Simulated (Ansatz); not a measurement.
# CdTe: pressure against volume

The task here is to estimate one member of a computed series from the others.

Computed with Ansatz 0.2.0 (DFT PBEsol, scalar-relativistic, unless a step's input says otherwise).

**The starting structure**

The structure is orthorhombic, space group Cmcm (No. 63). Conventional cell: a = 6.131 Å, b = 6.189 Å, c = 6.091 Å, α = 90.00°, β = 90.00°, γ = 90.00°. Cd (site symmetry m2m) has 6 Te at 3.03 to 3.16 Å as nearest neighbours. Around Te (site symmetry m2m) lie 6 Cd at 3.03 to 3.16 Å.

Coordinates:

```cif
data_structure
_symmetry_space_group_name_H-M 'P 1'
_symmetry_Int_Tables_number 1
_cell_length_a 4.3558
_cell_length_b 4.3558
_cell_length_c 6.0907
_cell_angle_alpha 90.000
_cell_angle_beta 90.000
_cell_angle_gamma 90.545
_cell_volume 115.55
loop_
_atom_site_label
_atom_site_type_symbol
_atom_site_fract_x
_atom_site_fract_y
_atom_site_fract_z
_atom_site_occupancy
Cd1 Cd 0.27703 0.72297 0.75000 1
Cd2 Cd 0.72297 0.27703 0.25000 1
Te1 Te 0.76614 0.23386 0.75000 1
Te2 Te 0.23386 0.76614 0.25000 1
```

Atoms are numbered in the order of the input: Cd1, Cd2, Te3, Te4.

Set-up of the first run:

The input, input.yaml:

```yaml
crystal:
  lattice:
    - [3.0027164828, -3.0314359883, 0.0]
    - [3.0027164828, 3.0314359883, 0.0]
    - [0.0, 0.0, 5.9663180922]
  atoms:
    - { symbol: Cd, position: [0.27703, 0.72297, 0.75] }
    - { symbol: Cd, position: [0.72297, 0.27703, 0.25] }
    - { symbol: Te, position: [0.766137, 0.233863, 0.75] }
    - { symbol: Te, position: [0.233863, 0.766137, 0.25] }
kpoints:
  mp_grid: { grid: [9, 9, 6] }
  band_path:
    path:
      - [0.0, 0.0, 0.0]
      - [-0.5, 0.5, 0.0]
      - [-0.4952854913, 0.5047145087, 0.0]
      - [0.4952854913, 0.4952854913, 0.0]
      - [0.0, 0.0, 0.0]
      - [0.0, 0.0, 0.5]
      - [0.4952854913, 0.4952854913, 0.5]
      - [-0.4952854913, 0.5047145087, 0.5]
      - [-0.5, 0.5, 0.5]
    npoints: 5
scf:
  occupations: { method: fermi_dirac, width: 0.05 }
hamiltonian:
  xc: pbesol
  pseudopotentials: { kind: all_electron, lapw: { basis_error: 0.001 } }
output:
  forces: true
  stress: true
  eigenvalues: true
```

Launch:

```bash
$ ansatz run input.yaml --threads 1 --pin off --max-ram 6144MiB --backend cpu --events-out ev --progress --plain --runs-dir out
```

Steps of the session up to this table: Volume × 0.94, LAPW; Volume × 0.94, PAW; Volume × 0.94, crystal datasets; Volume × 0.98, LAPW; Volume × 0.98, PAW; Volume × 0.98, crystal datasets; Volume × 1.01, LAPW; Volume × 1.01, PAW; Volume × 1.01, crystal datasets; Volume × 1.04, LAPW; Volume × 1.04, PAW; Volume × 1.04, crystal datasets.

One of the session's tables, all rows but one given; the rest of the session is left out.

| method | volume (Å³/atom) | pressure (GPa) | largest force (eV/Å) |
| --- | --- | --- | --- |
| LAPW | 27.154 | -0.32 | 0.067 |
| LAPW | 28.310 | -2.37 | 0.044 |
| LAPW | 29.176 | -3.59 | 0.068 |
| LAPW | 30.043 | -4.59 | 0.094 |
| PAW | 27.154 | ? | ? |
| PAW | 28.310 | -2.38 | 0.044 |
| PAW | 29.176 | -3.60 | 0.068 |
| PAW | 30.043 | -4.60 | 0.094 |
| crystal datasets | 27.154 | -0.33 | 0.067 |
| crystal datasets | 28.310 | -2.37 | 0.044 |
| crystal datasets | 29.176 | -3.59 | 0.068 |
| crystal datasets | 30.043 | -4.60 | 0.094 |

Q: Estimate the row for PAW, 27.154 from the others.

The run gave: pressure (GPa): -0.34; largest force (eV/Å): 0.067. In the column «pressure (GPa)» it lies between crystal datasets, 28.310 (-2.37) and crystal datasets, 27.154 (-0.33).

Caveats from the session: Spin-orbit coupling is left out, though the cell holds Te; in elements this heavy it can shift bands and gaps by tenths of an eV. Warnings in the runs' records: gradients without spin orbit, crystal datasets made.
